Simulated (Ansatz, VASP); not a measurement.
**Two plane-wave programs on AlN**

```
CELL_PARAMETERS angstrom
0.00000 -2.06931 -2.06931
0.00000 2.06931 -2.06931
4.13861 0.00000 0.00000
ATOMIC_POSITIONS crystal
Al 0.50000 0.50000 0.00000
Al 0.00000 0.00000 0.50000
N 0.50000 0.50000 0.50000
N 0.00000 0.00000 0.00000
```

Change from the starting cell: mode 4 frozen in at +0.000 Å, equal normal strain along x, y and z +0.0167.

Alike in both runs: task single point; functional PBE; k mesh 8 × 8 × 6; occupations gaussian, width 0.05 eV; no spin polarisation.

|  | VASP | Ansatz |
| --- | --- | --- |
| version | VASP 6.6.1 | Ansatz 0.2.0 |
| potentials or method | VASP PAW PBE potentials, release 64 (Al, N) | scalar-relativistic, plane waves, PAW |
| plane-wave cutoff (eV) | 520 | 520 |
| valence electrons in the cell | 16 | 16 |

|  | VASP | Ansatz | Ansatz less VASP |
| --- | --- | --- | --- |
| gap on the k mesh at the Fermi level (eV) | 3.95 | 3.97 | +0.020 |
| least direct gap on the mesh (eV) | 3.95 | 3.97 | +0.020 |
| pressure (GPa) | -11.6 | -11.3 | +0.25 |

With one functional, cell and mesh, what is left measures potentials, basis and numerics.

A k mesh can miss the band edges.
